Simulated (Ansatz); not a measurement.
# Al: equation of state, part 2 of 2

Aim: scale the cell of Al up and down at fixed shape and fractional positions, and get the equilibrium volume and bulk modulus with LAPW, PAW and all-electron datasets made for the crystal.

Ansatz 0.2.0; DFT PBE; a cell built from a prototype (diamond type), not taken from measurement. «Crystal datasets» are all-electron PAW datasets made for this crystal. Earlier steps stand in the parts before.

## 7. Volume × 1.02, LAPW

This is Al in the diamond structure; at room conditions it is fcc.

input.yaml

```yaml
crystal:
  lattice:
    - [0.0, 3.0433706869, 3.0433706869]
    - [3.0433706869, 0.0, 3.0433706869]
    - [3.0433706869, 3.0433706869, 0.0]
  atoms:
    - { symbol: Al, position: [0.0, 0.0, 0.0] }
    - { symbol: Al, position: [0.25, 0.25, 0.25] }
kpoints:
  mp_grid: { grid: [9, 9, 9] }
scf:
  occupations: { method: fermi_dirac, width: 0.08 }
hamiltonian:
  xc: pbe
  pseudopotentials: { kind: all_electron, lapw: { basis_error: 0.00025 } }
output:
  forces: true
  stress: true
  eigenvalues: true
```

What it wrote (excerpt; [...] marks lines left out):

```text
LAPW: plane waves up to 7.374 Å⁻¹, error target 2.5e-4 eV per atom; small_component_spin mean_spin; Al in spheres of 1.318 Å, 11 of its electrons in bands, Dirac shells []
[...]
Pseudopotentials: kind: all_electron
Pseudopotential: Al, LAPW, valence charge 11, Koelling and Harmon's equation, gaussian nucleus
Functional definition: PBE
[...]
Crystal: 2 atoms, lattice volume = 56.376 Å³
Basis set: ecut = 207.1947724183851 eV, 387 PW (Γ), exchange–correlation at level 2
Bands: 15, of which v1, the nominal top of the filled ones, is band 11 counted from 1 (10 counted from 0)
Symmetry: 48 space group operations
Space group: Fd-3m (ITA 227), of the structure as read, at distance tolerance 3.8e-5 Å
k-points: 35 of 729
[...]
SCF iter   1: F=—  HF=-13213.557778 eV  |F-HF|=—  |Δ(HF+E_count)|=         —  Δρ=1.32e-2  dr2=8.68e-2  ethr=3.94e-4  ⟨swp⟩=3.0  Hψ=3768  notcnv=0
[...]
SCF iter   7: F=-13213.569790 eV  HF=-13213.569790 eV  |F-HF|=7.37e-8  |Δ(HF+E_count)|=   3.69e-6  Δρ=7.12e-6  dr2=1.54e-8  ethr=9.66e-9  ⟨swp⟩=3.0  Hψ=1515  notcnv=0
[...]
SCF converged after 7 iterations
Free energy (F): -13213.569790 eV
[...]
E sigma→0 (E₀):  -13213.552862 eV
Entropy (-TS):   -0.033856 eV (-16.928 meV/atom)
Fermi energy:    3.730792 eV
[...]
--- Forces (eV/Å), atoms counted from 1 ---
  atom   1  Al    -0.00000000    -0.00000000    -0.00000000
  atom   2  Al     0.00000000    -0.00000000     0.00000000
[...]
--- Stress (GPa, compression-positive) ---
       -0.742653      -0.000000       0.000000
       -0.000000      -0.742653       0.000000
        0.000000       0.000000      -0.742653
  P = ⅓ Tr σ = -0.7427 GPa (-7.427 kbar)
--- Band table (eV; the first three rows and the last of 35) ---
  k-point 0: bands = ["-99.2549", "-99.2489", "-60.7244", "-60.7244", "-60.7244", "-60.7076", "-60.7076", "-60.7076", "-4.0486", "5.7849", "5.7849", "5.7849", "7.6297", "7.6297", "7.6297"]
[...]
```

It took 4.6 s on 1 thread, shared host.

Result: pressure -0.74 GPa; no gap.

## 8. Volume × 1.02, PAW

input.yaml: that of step 7 with these lines changed.

```diff
@@ -14,3 +14,3 @@
   xc: pbe
-  pseudopotentials: { kind: all_electron, lapw: { basis_error: 0.00025 } }
+  pseudopotentials: { kind: paw }
 output:
@@ -19 +19,2 @@
   eigenvalues: true
+  efg: { contact_densities: true }
```

What it wrote (excerpt; [...] marks lines left out):

```text
[...]
[... 3 set-up lines as earlier in the session ...]
[...]
Crystal: 2 atoms, lattice volume = 56.376 Å³
Basis set: ecut = 420 eV, 1067 PW (Γ), exchange–correlation on 60×60×60 points (8 copies of the dense FFT grid, shifted against one another)
Bands: 7, of which v1, the nominal top of the filled ones, is band 3 counted from 1 (2 counted from 0)
[... 2 set-up lines as earlier in the session ...]
k-points: 35 of 729
[...]
SCF iter   1: F=—  HF=-1073.523562 eV  |F-HF|=—  |Δ(HF+E_count)|=         —  Δρ=9.47e-4  dr2=4.08e-4  ethr=1.77e-3  ⟨swp⟩=5.6  Hψ=2239  notcnv=0
[...]
Entropy (-TS):   -0.033890 eV (-16.945 meV/atom)
Fermi energy:    2.631808 eV
[...]
--- Forces (eV/Å), atoms counted from 1 ---
  atom   1  Al     0.00000000    -0.00000000     0.00000000
  atom   2  Al     0.00000000    -0.00000000    -0.00000000
[...]
--- Stress (GPa, compression-positive) ---
       -0.712914      -0.000000       0.000000
        0.000000      -0.712914       0.000000
        0.000000      -0.000000      -0.712914
  P = ⅓ Tr σ = -0.7129 GPa (-7.129 kbar)
--- PAW observables at the nuclei: V_zz in 10²¹ V/m², potentials from the cell's mean, atoms counted from 1 ---
  atom   1  Al V_zz =    +0.000000   η = 0.0000   by run symmetry: forbidden
            electrostatic potential = -1224.022478 V   contact ρ = 10090.362043 e/Å³
  atom   2  Al V_zz =    +0.000000   η = 0.0000   by run symmetry: forbidden
            electrostatic potential = -1224.022478 V   contact ρ = 10090.362043 e/Å³
--- Band table (eV; the first three rows and the last of 35) ---
  k-point 0: bands = ["-5.1454", "4.6823", "4.6823", "4.6823", "6.5278", "6.5278", "6.5278"]
[...]
```

Run time: 1.2 s. Hardware: 1 thread, shared host.

Read from it: pressure -0.71 GPa; no gap.

## 9. Volume × 1.04, LAPW

input.yaml

```yaml
crystal:
  lattice:
    - [0.0, 3.0631333879, 3.0631333879]
    - [3.0631333879, 0.0, 3.0631333879]
    - [3.0631333879, 3.0631333879, 0.0]
  atoms:
    - { symbol: Al, position: [0.0, 0.0, 0.0] }
    - { symbol: Al, position: [0.25, 0.25, 0.25] }
kpoints:
  mp_grid: { grid: [9, 9, 9] }
scf:
  occupations: { method: fermi_dirac, width: 0.08 }
hamiltonian:
  xc: pbe
  pseudopotentials: { kind: all_electron, lapw: { basis_error: 0.00025 } }
output:
  forces: true
  stress: true
  eigenvalues: true
```

What it wrote (excerpt; [...] marks lines left out):

```text
LAPW: plane waves up to 7.306 Å⁻¹, error target 2.5e-4 eV per atom; small_component_spin mean_spin; Al in spheres of 1.326 Å, 11 of its electrons in bands, Dirac shells []
[...]
[... 3 set-up lines as earlier in the session ...]
[...]
Crystal: 2 atoms, lattice volume = 57.481 Å³
Basis set: ecut = 203.35819644564322 eV, 339 PW (Γ), exchange–correlation at level 2
Bands: 15, of which v1, the nominal top of the filled ones, is band 11 counted from 1 (10 counted from 0)
[... 1 set-up line as earlier in the session ...]
Space group: Fd-3m (ITA 227), of the structure as read, at distance tolerance 3.9e-5 Å
k-points: 35 of 729
[...]
SCF iter   1: F=—  HF=-13213.549953 eV  |F-HF|=—  |Δ(HF+E_count)|=         —  Δρ=1.29e-2  dr2=8.50e-2  ethr=3.85e-4  ⟨swp⟩=3.0  Hψ=3772  notcnv=0
[...]
SCF iter   7: F=-13213.562433 eV  HF=-13213.562433 eV  |F-HF|=8.09e-8  |Δ(HF+E_count)|=   4.02e-6  Δρ=7.28e-6  dr2=1.66e-8  ethr=1.02e-8  ⟨swp⟩=3.0  Hψ=1525  notcnv=0
[...]
SCF converged after 7 iterations
Free energy (F): -13213.562433 eV
[...]
E sigma→0 (E₀):  -13213.544993 eV
Entropy (-TS):   -0.034880 eV (-17.440 meV/atom)
Fermi energy:    3.591641 eV
[...]
--- Forces (eV/Å), atoms counted from 1 ---
  atom   1  Al     0.00000000    -0.00000000    -0.00000000
  atom   2  Al     0.00000000    -0.00000000    -0.00000000
[...]
--- Stress (GPa, compression-positive) ---
       -1.376547       0.000000      -0.000000
        0.000000      -1.376547      -0.000000
       -0.000000      -0.000000      -1.376547
  P = ⅓ Tr σ = -1.3765 GPa (-13.765 kbar)
--- Band table (eV; the first three rows and the last of 35) ---
  k-point 0: bands = ["-99.4259", "-99.4204", "-60.8954", "-60.8954", "-60.8954", "-60.8798", "-60.8798", "-60.8798", "-4.1089", "5.6111", "5.6111", "5.6111", "7.4529", "7.4529", "7.4529"]
[...]
```

Wall time 4.6 s (1 thread, shared host).

Read from it: pressure -1.38 GPa; no gap.

## 10. Volume × 1.04, PAW

input.yaml: that of step 9 with these lines changed.

```diff
@@ -14,3 +14,3 @@
   xc: pbe
-  pseudopotentials: { kind: all_electron, lapw: { basis_error: 0.00025 } }
+  pseudopotentials: { kind: paw }
 output:
@@ -19 +19,2 @@
   eigenvalues: true
+  efg: { contact_densities: true }
```

What it wrote (excerpt; [...] marks lines left out):

```text
[...]
[... 3 set-up lines as earlier in the session ...]
[...]
Crystal: 2 atoms, lattice volume = 57.481 Å³
Basis set: ecut = 420 eV, 1139 PW (Γ), exchange–correlation on 60×60×60 points (8 copies of the dense FFT grid, shifted against one another)
Bands: 7, of which v1, the nominal top of the filled ones, is band 3 counted from 1 (2 counted from 0)
[... 2 set-up lines as earlier in the session ...]
k-points: 35 of 729
[...]
SCF iter   1: F=—  HF=-1073.516394 eV  |F-HF|=—  |Δ(HF+E_count)|=         —  Δρ=9.52e-4  dr2=4.19e-4  ethr=1.77e-3  ⟨swp⟩=5.6  Hψ=2234  notcnv=0
[...]
Entropy (-TS):   -0.034915 eV (-17.457 meV/atom)
Fermi energy:    2.513309 eV
[...]
--- Forces (eV/Å), atoms counted from 1 ---
  atom   1  Al     0.00000000    -0.00000000    -0.00000000
  atom   2  Al     0.00000000     0.00000000    -0.00000000
[...]
--- Stress (GPa, compression-positive) ---
       -1.349099       0.000000      -0.000000
       -0.000000      -1.349099      -0.000000
       -0.000000      -0.000000      -1.349099
  P = ⅓ Tr σ = -1.3491 GPa (-13.491 kbar)
--- PAW observables at the nuclei: V_zz in 10²¹ V/m², potentials from the cell's mean, atoms counted from 1 ---
  atom   1  Al V_zz =    -0.000000   η = 0.0000   by run symmetry: forbidden
            electrostatic potential = -1223.822683 V   contact ρ = 10090.412544 e/Å³
  atom   2  Al V_zz =    -0.000000   η = 0.0000   by run symmetry: forbidden
            electrostatic potential = -1223.822683 V   contact ρ = 10090.412544 e/Å³
--- Band table (eV; the first three rows and the last of 35) ---
  k-point 0: bands = ["-5.1851", "4.5294", "4.5294", "4.5294", "6.3715", "6.3715", "6.3715"]
[...]
```

Run time: 1.2 s. Hardware: 1 thread, shared host.

In short: pressure -1.35 GPa; no gap.

## 11. Volume × 1.04, crystal datasets

input.yaml: that of step 10 with these lines changed.

```diff
@@ -14,3 +14,3 @@
   xc: pbe
-  pseudopotentials: { kind: paw }
+  pseudopotentials: { kind: all_electron, datasets: crystal }
 output:
```

What it wrote (excerpt; [...] marks lines left out):

```text
[...]
[... 3 set-up lines as earlier in the session ...]
[...]
Crystal: 2 atoms, lattice volume = 57.481 Å³
Basis set: ecut = 120 eV, 169 PW (Γ), exchange–correlation on 32×32×32 points (8 copies of the dense FFT grid, shifted against one another)
Bands: 7, of which v1, the nominal top of the filled ones, is band 3 counted from 1 (2 counted from 0)
[... 2 set-up lines as earlier in the session ...]
k-points: 35 of 729
[...]
SCF iter   1: F=—  HF=-13213.524044 eV  |F-HF|=—  |Δ(HF+E_count)|=         —  Δρ=1.54e-2  dr2=1.10e-1  ethr=1.66e-3  ⟨swp⟩=4.1  Hψ=1734  notcnv=0
[...]
  The terms above E_closure are by the made datasets' own strengths, without shells solved beside the bands.
--- Forces (eV/Å), atoms counted from 1 ---
  atom   1  Al    -0.00000000     0.00000000    -0.00000000
  atom   2  Al     0.00000000     0.00000000     0.00000000
[...]
--- Stress (GPa, compression-positive) ---
       -1.378827       0.000000      -0.000000
        0.000000      -1.378827      -0.000000
       -0.000000      -0.000000      -1.378827
  P = ⅓ Tr σ = -1.3788 GPa (-13.788 kbar)
--- PAW observables at the nuclei: V_zz in 10²¹ V/m², potentials from the cell's mean, atoms counted from 1 ---
  atom   1  Al V_zz =    +0.000000   η = 0.0000   by run symmetry: forbidden
            electrostatic potential = -1223.686544 V   contact ρ = 10096.574958 e/Å³
  atom   2  Al V_zz =    -0.000000   η = 0.0000   by run symmetry: forbidden
            electrostatic potential = -1223.686544 V   contact ρ = 10096.574958 e/Å³
--- Band table (eV; the first three rows and the last of 35) ---
  k-point 0: bands = ["-4.1089", "5.6112", "5.6112", "5.6112", "7.4529"]
[...]
```

Wall time 1.7 s (1 thread, shared host).

Result: pressure -1.38 GPa.

## 12. All volumes together

The rows at scale 1 come from earlier runs of the unscaled cell with the same settings.

| method | volume (Å³/atom) | F above the lowest (meV/atom) | pressure (GPa) |
| --- | --- | --- | --- |
| LAPW | 26.530 | 5.2 | 1.61 |
| LAPW | 27.083 | 1.2 | 0.74 |
| LAPW | 27.635 | 0.0 | -0.04 |
| LAPW | 28.188 | 1.4 | -0.74 |
| LAPW | 28.741 | 5.1 | -1.38 |
| PAW | 26.530 | 5.5 | 1.65 |
| PAW | 27.083 | 1.3 | 0.78 |
| PAW | 27.635 | 0.0 | 0.00 |
| PAW | 28.188 | 1.3 | -0.71 |
| PAW | 28.741 | 4.8 | -1.35 |
| crystal datasets | 26.530 | – | 1.61 |
| crystal datasets | 27.635 | – | -0.04 |
| crystal datasets | 28.741 | – | -1.38 |

## 13. Summary of results

The summary covers parts 1 to 2.

| quantity | value |
| --- | --- |
| equilibrium volume (LAPW) | 27.607 Å³/atom |
| bulk modulus (LAPW) | 37 GPa |
| its pressure derivative (LAPW) | 4.2 |
| equilibrium volume (PAW) | 27.632 Å³/atom |
| bulk modulus (PAW) | 37 GPa |
| its pressure derivative (PAW) | 4.2 |

What this shows: A third-order Birch-Murnaghan fit to the LAPW pressures puts zero pressure at 27.61 Å³/atom, -0.1 % from the given cell, with a bulk modulus of 37 GPa. PAW's volume lies +0.09 % and its modulus +0.2 % from LAPW's. No thermal or zero-point expansion is included.
